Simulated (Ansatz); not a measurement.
A run of Ansatz 0.2.0:

input.yaml

```yaml
crystal:
  lattice:
    - [3.9975858431, 0.0, 0.0]
    - [-1.9987929216, 3.462010894, 0.0]
    - [0.0, 0.0, 6.59937795]
  atoms:
    - { symbol: Ge, position: [0.3333333333, 0.6666666667, 0.93709875] }
    - { symbol: Ge, position: [0.6666666667, 0.3333333333, 0.43709875] }
    - { symbol: Ge, position: [0.3333333333, 0.6666666667, 0.56290125] }
    - { symbol: Ge, position: [0.6666666667, 0.3333333333, 0.06290125] }
kpoints:
  mp_grid: { grid: [8, 8, 4] }
scf:
  occupations: { method: fermi_dirac, width: 0.05 }
hamiltonian:
  xc: pbesol
  pseudopotentials: { kind: all_electron, lapw: { basis_error: 0.002 } }
output:
  forces: true
  stress: true
relax:
  f_tol: 0.01
  max_steps: 60
  cell: { p_target: 5 }
```

Potentials or basis: all-electron LAPW, scalar-relativistic.

Run with:

```bash
$ ansatz run input.yaml --threads 2 --pin off --max-ram 8192MiB --backend cpu --events-out ev --progress --plain --runs-dir out
```

Hardware: 2 threads of Arm Neoverse V2, on a shared host.

Q: How long does it take, and how much memory?

A: It took 47 s on 2 threads of Arm Neoverse V2 (shared host), peak memory 0.45 GiB. Counts: scf iterations 21, plane waves 1129, k points 30, bands 53, ion steps 5.
